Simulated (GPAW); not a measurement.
Write an ASE script for GPAW 26.7.0 that does the following.

```
Task                : relaxation of cell and atoms
Functional          : PBEsol
Potentials or basis : PAW data sets generated in the run's folder for this functional
Cutoff              : 600 eV
Basis               : pw
k mesh              : 6 × 6 × 4
Occupations         : fermi-dirac, width 0.05 eV
Spin                : no spin polarisation
Target pressure     : 5 GPa
Maxiter             : 150
Optimizer           : BFGS
Fmax                : 0.02 eV/Å
Max steps           : 60
Target pressure     : 5 GPa
Convergence         : density=1e-05 forces=0.0001
```

The system is PtS2.

```
Pt S
1.0
     3.54320    0.00000    0.00000
    -1.77160    3.06850    0.00000
     0.00000    0.00000    5.03880
Pt S
1 2
Direct
  0.00000 0.00000 0.00000
  0.66667 0.33333 0.77300
  0.33333 0.66667 0.22700
```

The input as run:

run.py

```python
from ase import Atoms
from ase.filters import FrechetCellFilter
from ase.io import write
from ase.optimize import BFGS
from ase.units import GPa
from gpaw import GPAW, PW, setup_paths

setup_paths.insert(0, '.')

atoms = Atoms(['Pt', 'S', 'S'],
              cell=[[3.5432, 0.0, 0.0],
                    [-1.7716, 3.0685012107, 0.0],
                    [0.0, 0.0, 5.0388]],
              scaled_positions=[[0.0, 0.0, 0.0],
                                [0.6666666667, 0.3333333333, 0.773],
                                [0.3333333333, 0.6666666667, 0.227]],
              pbc=True)

calc = GPAW(mode=PW(600),
            xc='PBEsol',
            kpts={'size': (6, 6, 4), 'gamma': True},
            occupations={'name': 'fermi-dirac', 'width': 0.05},
            nbands=26,
            convergence={'density': 1e-05, 'forces': 0.0001},
            maxiter=150,
            txt='gpaw.txt')
atoms.calc = calc
opt = BFGS(FrechetCellFilter(atoms, scalar_pressure=5 * GPa), trajectory='relax.traj', logfile='-')
done = opt.run(fmax=0.02, steps=60)
calc.write('gs.gpw')
write('result.traj', atoms)
print('Converged:', done)
print('Cell:', atoms.cell.cellpar().round(4))
print('Volume:', round(atoms.get_volume(), 4))
print(atoms.get_scaled_positions().round(5))
```

Potentials or basis: PAW data sets generated in the run's folder for this functional, pw.

Launch:

```bash
$ gpaw-setup -f PBEsol Pt S
$ OMP_NUM_THREADS=1 python run.py
```

Results of the run:

```yaml
Relaxed_volume: 15.98 Å³/atom
Relaxed_cell: a = 3.558 Å, b = 3.558 Å, c = 4.373 Å, α = 90.00°, β = 90.00°, γ = 120.00°
Space_group_after_relaxing_to_0.05_Å: P-3m1 (No. 164)
Energy_change_on_relaxing_the_enthalpy_is_what_falls: -2.8 meV/atom
Ionic_steps: 13
Pressure_after_relaxing: 5.1 GPa
Largest_force_after_relaxing: 0.010 eV/Å
Band_gap_on_the_k_mesh: none (metal or under the smearing width)
```

Caveat: later steps reuse the first step's grids.

Run time: 4.6 min on 1 thread of Arm Neoverse V1, with other jobs on the host, peak memory 0.3 GiB.
